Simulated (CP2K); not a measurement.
Runs of CP2K 2026.2 on CuO. The typed cell holds 4 atoms: a = 2.993 Å, b = 2.993 Å, c = 5.184 Å, α = 73.22°, β = 73.22°, γ = 60.00°. The cell comes from a database or a generator and needn't be the stable form of this composition.

| task | level | potentials or basis | cell | k mesh | smearing | EPS_DEFAULT | k points reduced by the point group | NGRIDS | points a segment of the path (NPOINTS) | bands added on the path | gap on the mesh (eV) | pressure (GPa) | largest force (eV/Å) |
| --- | --- | --- | --- | --- | --- | --- | --- | --- | --- | --- | --- | --- | --- |
| band structure | PBE | POTENTIAL_UZH Cu GTH-PBE-q11, O GTH-PBE-q6; TZVP-MOLOPT-PBE-GTH basis | all O atoms moved 0.2 Å in one direction | 10 × 10 × 6 | fermi-dirac 0.05 eV | 1.0E-9 | yes | 5 | 8 | 6 | none | 8.6 | 1.32 |
| band structure | r2SCAN | POTENTIAL_UZH Cu GTH-SCAN-q11, O GTH-SCAN-q6; TZVP-MOLOPT-SCAN-GTH basis | all O atoms moved 0.2 Å in one direction | 10 × 10 × 6 | fermi-dirac 0.0259 eV | 1.0E-9 | yes | 4 | 6 | 4 | none | (a) | - |
| band structure | LDA | GTH_POTENTIALS Cu GTH-PADE-q11, O GTH-PADE-q6; TZVP-MOLOPT-PBE-GTH basis | all O atoms moved 0.2 Å in one direction | 10 × 10 × 6 | fermi-dirac 0.05 eV | 1.0E-9 | yes | 4 | 10 | 2 | none | -7.8 | (b) |
| single point | PBE | POTENTIAL_UZH Cu GTH-PBE-q11, O GTH-PBE-q6; TZVP-MOLOPT-PBE-GTH basis | all O atoms moved 0.2 Å in one direction | 10 × 10 × 6 | fermi-dirac 0.05 eV | 1.0E-10 | yes | 5 | - | - | none | 8.6 | 1.32 |
| relaxation of cell and atoms | PBEsol | POTENTIAL_UZH Cu GTH-PBE-q11, O GTH-PBE-q6; TZVP-MOLOPT-PBE-GTH basis | relaxed from: all O atoms moved 0.2 Å in one direction | 8 × 8 × 4 | fermi-dirac 0.05 eV | 1.0E-9 | - | 5 | - | - | none | 0.0 | 0.06 |
| band structure | PBEsol | POTENTIAL_UZH Cu GTH-PBE-q11, O GTH-PBE-q6; TZVP-MOLOPT-PBE-GTH basis | all O atoms moved 0.2 Å in one direction | 10 × 10 × 6 | fermi-dirac 0.05 eV | 1.0E-10 | yes | 4 | 10 | 6 | none | 0.2 | 1.27 |

Alike in all rows: no spin polarisation.

**Question.** Fill in the values left out.

**Answer.** (a) 0.5; (b) 1.16.

Caveats: the basis of atomic orbitals isn't converged, which shifts pressures, moduli and gaps; the run has no spin polarisation, though such a crystal can be magnetic; semilocal functionals often make such compounds metallic where correlation or magnetic order opens a gap, which also shifts bond lengths; forces of over 1 eV/Å show positions far from the minimum, so gaps and moduli don't describe the material at rest (some runs); the potentials were made for another functional, which shifts forces and pressure (some runs); the forces don't sum to zero, a sign of grid noise (some runs).

A gap of «none» marks a metal or a gap under the smearing width.
